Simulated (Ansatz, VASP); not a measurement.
AgCl in VASP and in Ansatz

File INCAR:

```
SYSTEM = AgCl
  PREC = Accurate
  ENCUT = 520
  EDIFF = 1E-7
  ISMEAR = -1
  SIGMA = 0.01
  LREAL = .False.
  LASPH = .True.
  NELM = 100
  ALGO = Normal
  ISIF = 2
  LWAVE = .False.
  LCHARG = .False.
  GGA = PS
  NBANDS = 16
```

KPOINTS

```
regular mesh
0
Gamma
  9 9 9
  0 0 0
```

The input POSCAR:

```
AgCl
1.0
    0.0277315000      2.7870157500      2.7870157500
    2.7870157500      0.0277315000      2.7870157500
    2.7870157500      2.7870157500      0.0277315000
Ag Cl
1 1
Direct
    0.5000000000      0.5000000000      0.5000000000
    0.0000000000      0.0000000000      0.0000000000
```

Input for Ansatz:

```yaml
crystal:
  lattice:
    - [0.0277315, 2.78701575, 2.78701575]
    - [2.78701575, 0.0277315, 2.78701575]
    - [2.78701575, 2.78701575, 0.0277315]
  atoms:
    - { symbol: Ag, position: [0.5, 0.5, 0.5] }
    - { symbol: Cl, position: [0.0, 0.0, 0.0] }
kpoints:
  mp_grid: { grid: [9, 9, 9] }
  band_path:
    path:
      - [0.0, 0.0, 0.0]
      - [0.5, 0.5, 0.5]
      - [0.247543133, 0.5, 0.752456867]
      - [-0.247543133, 0.247543133, 0.5]
      - [0.0, 0.0, 0.5]
      - [0.0, 0.0, 0.0]
      - [-0.3737715665, 0.0, 0.3737715665]
      - [0.0, 0.3737715665, 0.6262284335]
      - [0.0, 0.5, 0.5]
    npoints: 5
scf:
  occupations: { method: fermi_dirac, width: 0.01 }
hamiltonian:
  xc: pbesol
  pseudopotentials: { kind: all_electron, lapw: { basis_error: 0.0005 } }
output:
  forces: true
  stress: true
  eigenvalues: true
```

Change from the starting cell: equal xy, yz and zx shear strains of +1 %.

Alike in both runs: task single point; functional PBEsol; k mesh 9 × 9 × 9; occupations fermi-dirac, width 0.01 eV; no spin polarisation.

|  | VASP | Ansatz |
| --- | --- | --- |
| version | VASP 6.6.1 | Ansatz 0.2.0 |
| potentials or method | VASP PAW PBE potentials, release 64 (Ag, Cl) | all-electron LAPW, scalar-relativistic |
| plane-wave cutoff (eV) | 520 | see its input |

Ansatz gave:

| Quantity | Value |
| --- | --- |
| gap on the k mesh at the Fermi level (eV) | 0.77 |
| pressure (GPa) | -2.6 |
| largest component of the traceless stress (GPa) | 0.07 |

Which values does VASP return?

gap on the k mesh at the Fermi level (eV): 0.76; pressure (GPa): -2.7; largest component of the traceless stress (GPa): 0.07.

Ansatz ran all-electron here, so the differences hold the error of VASP's frozen core and of both bases.

Caveats: the PAW data sets were made with another functional, which shifts forces and pressure a little (VASP); an odd mesh through Γ misses points on the zone boundary, where band edges often lie.
